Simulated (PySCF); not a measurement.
The system is GaP.

```
Ga P
1.0
     0.00000    2.72525    2.72525
     2.72525    0.00000    2.72525
     2.72525    2.72525    0.00000
Ga P
1 1
Direct
  0.00000 0.00000 0.00000
  0.75000 0.75000 0.75000
```

Base run:

```yaml
Program: PySCF 2.14.0
Functional: PBE
Potentials_or_basis: DZVP-MOLOPT-SR/GTH-PBE (potentials made for PBE)
k_mesh: 8 × 8 × 8
Occupations: fermi-dirac, width 0.05 eV
Spin: no spin polarisation
```

Its results: band gap on the k mesh 1.66 eV, indirect (least direct gap 1.77 eV).

Task: The run is repeated on the same cell with these changes: functional from PBE to PBEsol. What comes out?

Result: Band gap on the k mesh 1.51 eV, indirect (least direct gap 1.67 eV).

Caveats: the basis of atomic orbitals isn't converged, which shifts pressures, moduli and gaps.

A k mesh can miss the band edges.

Not every run made on this cell is shown here.
